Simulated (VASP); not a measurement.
A run of VASP 6.6.1:

The input INCAR:

```
PREC = Accurate ; ENCUT = 520
EDIFF = 1E-6 ; ISMEAR = 0
SIGMA = 0.5 ; LREAL = False
LASPH = True ; NELM = 100
ALGO = Fast ; ISIF = 2
LWAVE = False ; LCHARG = False
GGA = PS ; NBANDS = 12
```

Contents of KPOINTS:

```
Automatic mesh
0
Gamma
  18 18 18
```

The input POSCAR:

```
Ti
1.0
   -1.6037700000      1.6037700000      1.6037700000
    1.6037700000     -1.6037700000      1.6037700000
    1.6037700000      1.6037700000     -1.6037700000
Ti
1
Direct
    0.0000000000      0.0000000000      0.0000000000
```

Potentials or basis: VASP PAW PBE potentials, release 64 (Ti_sv).

Launch:

```console
$ cat potpaw_PBE.64/Ti_sv/POTCAR > POTCAR
$ mpirun -np 1 vasp_std > vasp.out
```

Hardware: 1 thread of Intel(R) Xeon(R) Platinum 8259CL CPU @ 2.50GHz (Skylake/Cascade Lake), with other jobs on the host.

Question: Estimate the wall time of this run.

Answer: Run time: 68 s on 1 thread of Intel(R) Xeon(R) Platinum 8259CL CPU @ 2.50GHz (Skylake/Cascade Lake), with other jobs on the host, peak memory 0.16 GiB. Counts: scf iterations 20, k points 195.
